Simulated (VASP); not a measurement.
Input of a VASP 6.6.1 run:

INCAR

```
SYSTEM = VO2
ALGO     = Normal         ! electronic algorithm
AMIX     = 0.2          
AMIX_MAG = 0.8          
BMIX     = 1E-4         
BMIX_MAG = 1E-4         
EDIFF    = 1E-6           ! SCF threshold, eV
EDIFFG   = -0.01          ! ionic threshold
ENCUT    = 600            ! plane-wave cutoff, eV
GGA      = PE             ! functional
IBRION   = 2              ! ionic algorithm
ISIF     = 3              ! what is computed and relaxed
ISMEAR   = 1              ! smearing method
ISPIN    = 2              ! spin polarisation
KPAR     = 2            
LASPH    = .TRUE.         ! aspherical terms in the spheres
LCHARG   = .FALSE.        ! write CHGCAR
LMAXMIX  = 4              ! l up to which the mixer works
LORBIT   = 11             ! projections on sites
LREAL    = .FALSE.        ! projectors in reciprocal space
LWAVE    = .FALSE.        ! write WAVECAR
MAGMOM   = 1 1 0 0 0 0    ! initial moments
NELM     = 150            ! most SCF steps
NSW      = 90             ! ionic steps
PREC     = Accurate       ! precision mode
SIGMA    = 0.1            ! smearing width, eV
```

The input KPOINTS:

```
k-points
0
G
  8 8 14
  0 0 0
```

The input POSCAR:

```
VO2
1.0
    4.5300000000      0.0000000000      0.0000000000
    0.0000000000      4.5300000000      0.0000000000
    0.0000000000      0.0000000000      2.8690000000
V O
2 4
Direct
    0.0000000000      0.0000000000      0.0000000000
    0.5000000000      0.5000000000      0.5000000000
    0.3050000000      0.3050000000      0.0000000000
    0.1950000000      0.8050000000      0.5000000000
    0.6950000000      0.6950000000      0.0000000000
    0.8050000000      0.1950000000      0.5000000000
```

Potentials or basis: VASP PAW PBE potentials, release 64 (V_sv, O).

Launch:

```sh
$ cat potpaw_PBE.64/V_sv/POTCAR potpaw_PBE.64/O/POTCAR > POTCAR
$ mpirun -np 2 vasp_std > vasp.out
```

Task: Predict the band gap on the k mesh.

Result: None (metal or under the smearing width).

Task: What does it give for the space group after relaxing (to 0.05 Å)?

Result: P4_2/mnm (No. 136).

Final structure:
```cif
data_structure
_symmetry_space_group_name_H-M 'P 1'
_symmetry_Int_Tables_number 1
_cell_length_a 4.5880
_cell_length_b 4.5880
_cell_length_c 2.8417
_cell_angle_alpha 90.000
_cell_angle_beta 90.000
_cell_angle_gamma 90.000
_cell_volume 59.82
loop_
_atom_site_label
_atom_site_type_symbol
_atom_site_fract_x
_atom_site_fract_y
_atom_site_fract_z
_atom_site_occupancy
V1 V 0.00000 0.00000 0.00000 1
V2 V 0.50000 0.50000 0.50000 1
O1 O 0.29992 0.29992 0.00000 1
O2 O 0.20008 0.79992 0.50000 1
O3 O 0.70008 0.70008 0.00000 1
O4 O 0.79992 0.20008 0.50000 1
```

Caveat: semilocal functionals often make such compounds metallic where correlation or magnetic order opens a gap, which also shifts bond lengths. PBE usually gives volumes a little too large and moduli too small.
